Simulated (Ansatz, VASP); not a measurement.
Ta2N in VASP and in Ansatz

```
Ta N
1.0
     3.11286    0.00000    0.00000
    -1.55643    2.69582    0.00000
     0.00000    0.00000    4.86984
Ta N
2 1
Direct
  0.33333 0.66667 0.25471
  0.66667 0.33333 0.74529
  0.00000 0.00000 0.00000
```

Alike in both runs: functional LDA; k mesh 10 × 10 × 6; occupations fermi-dirac, width 0.05 eV; no spin polarisation.

|  | VASP | Ansatz |
| --- | --- | --- |
| version | VASP 6.6.1 | Ansatz 0.2.0 |
| potentials or method | VASP PAW LDA potentials, release 64 (Ta_pv, N), cutoff 520 eV | all-electron LAPW, scalar-relativistic |
| task | single point | band structure |

Ansatz gave:

| Item | Value |
| --- | --- |
| gap on the k mesh at the Fermi level (eV) | none |
| pressure (GPa) | -14.5 |
| largest component of the traceless stress (GPa) | 0.11 |
| rms of the force components (eV/Å) | 0.210 |

Problem. What did VASP give for the same quantities?

Solution. gap on the k mesh at the Fermi level (eV): none; pressure (GPa): -13.2; largest component of the traceless stress (GPa): 0.09; rms of the force components (eV/Å): 0.191.

Atom by atom the forces differ by 0.019 eV/Å (rms over components). A gap of «none» marks a metal or a gap that the smearing closes. Ansatz ran all-electron here, so the differences hold the error of VASP's frozen core and of both bases.

Caveats: spin-orbit coupling is left out, which moves the levels of the heavy elements (Ansatz). The runs have no spin-orbit coupling, so splittings on Ta are missing.
